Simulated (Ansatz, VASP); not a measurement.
One calculation of GaAs, two programs

Contents of POSCAR:

```
GaAs
1.0
    0.0000000000      2.8330850947      2.8330850947
    2.8330850947      0.0000000000      2.8330850947
    2.8330850947      2.8330850947      0.0000000000
Ga As
1 1
Direct
    0.0000000000      0.0000000000      0.0000000000
    0.2500000000      0.2500000000      0.2500000000
```

INCAR.step1

```
PREC = Accurate
ENCUT = 520
ISMEAR = 0
SIGMA = 0.01
LREAL = False
LASPH = True
NELM = 60
NBANDS = 16
GGA = PE
ALGO = Normal
EDIFF = 1E-4
LWAVE = True
LCHARG = False
```

INCAR.step2

```
PREC = Accurate
ENCUT = 520
EDIFF = 1E-7
ISMEAR = 0
SIGMA = 0.01
LREAL = False
LASPH = True
NELM = 60
ALGO = Normal
ISIF = 2
LWAVE = False
LCHARG = False
METAGGA = R2SCAN
LMIXTAU = True
NBANDS = 16
ISTART = 1
```

Contents of KPOINTS:

```
Automatic mesh
0
Gamma
  6 6 6
```

Input for Ansatz:

```yaml
crystal:
  lattice:
    - [0.0, 2.8330850947, 2.8330850947]
    - [2.8330850947, 0.0, 2.8330850947]
    - [2.8330850947, 2.8330850947, 0.0]
  atoms:
    - { symbol: Ga, position: [0.0, 0.0, 0.0] }
    - { symbol: As, position: [0.25, 0.25, 0.25] }
kpoints:
  mp_grid: { grid: [6, 6, 6] }
hamiltonian:
  xc: r2scan
scf:
  occupations: { method: fixed }
  n_extra_bands: 4
output:
  forces: true
  stress: true
  eigenvalues: true
```

The cell was built by a generator and needn't be a form met in nature.

Alike in both runs: task single point; functional r2SCAN; k mesh 6 × 6 × 6; no spin polarisation.

```csv
,VASP,Ansatz
version,VASP 6.6.1,Ansatz 0.2.0
potentials or method,"VASP PAW PBE potentials, release 64 (Ga_d, As)","plane waves, PAW"
plane-wave cutoff (eV),520,500
occupations,"gaussian, width 0.01 eV",fixed
valence electrons in the cell,18,28
```

VASP gave:

| Property | Result |
| --- | --- |
| gap on the k mesh at the Fermi level (eV) | 0.94 |
| pressure (GPa) | 0.1 |

Problem. What did Ansatz give for the same quantities?

Solution. gap on the k mesh at the Fermi level (eV): 0.96; pressure (GPa): 0.0.

The two sets of potentials don't hold the same shells in valence.

Caveats: the PAW data sets were made with another functional, which shifts forces and pressure a little (VASP). A k mesh can miss the band edges. r2SCAN opens gaps a little over a GGA but as a rule still falls short of measured ones.
